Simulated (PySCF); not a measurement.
Mayer bond orders and bond lengths

Species: pyrazole, C3H4N2.
SMILES with atom numbers: `[cH:1]1[cH:2][n:3][nH:4][cH:5]1` (hydrogens: H6 on C1; H7 on C2; H8 on N4; H9 on C5)

Bond orders from the PBE0/pcSseg-1 density (PySCF). Isolated species at its GFN2-xTB geometry, gas phase.

Task: How far do the computed orders between heavy atoms stray from the drawn ones?

Result: The largest departure is 0.349, at N4–C5 (drawn aromatic, 1.151), counting aromatic bonds as 1.5. The bonds drawn aromatic range from 1.15 to 1.55.

Task: Set the Mayer orders of the bonds beside their lengths.

Result: 
```json
{"bond": "C1–C2", "drawn as": "aromatic", "length (Å)": "1.403", "Mayer order": "1.334"}
{"bond": "C2–N3", "drawn as": "aromatic", "length (Å)": "1.317", "Mayer order": "1.548"}
{"bond": "N3–N4", "drawn as": "aromatic", "length (Å)": "1.329", "Mayer order": "1.207"}
{"bond": "N4–C5", "drawn as": "aromatic", "length (Å)": "1.349", "Mayer order": "1.151"}
{"bond": "C5–C1", "drawn as": "aromatic", "length (Å)": "1.374", "Mayer order": "1.471"}
{"bond": "C1–H6", "drawn as": "single", "length (Å)": "1.070", "Mayer order": "0.986"}
{"bond": "C2–H7", "drawn as": "single", "length (Å)": "1.072", "Mayer order": "0.982"}
{"bond": "N4–H8", "drawn as": "single", "length (Å)": "1.007", "Mayer order": "0.938"}
{"bond": "C5–H9", "drawn as": "single", "length (Å)": "1.071", "Mayer order": "0.975"}
```

By pair of heavy elements: C–C: lowest C1–C2 (1.334, 1.403 Å), highest C5–C1 (1.471, 1.374 Å). C–N: lowest N4–C5 (1.151, 1.349 Å), highest C2–N3 (1.548, 1.317 Å).

Task: Sum the orders of all bonds at each heavy atom with more than one neighbour and set the sums beside the valence in the SMILES.

Result: C1 3.791 (drawn 4), C2 3.864 (drawn 4), N3 2.755 (drawn 3), N4 3.296 (drawn 3), C5 3.597 (drawn 4). Orders between atoms that aren't bonded are not in these sums.

Mayer orders depend on the basis set.
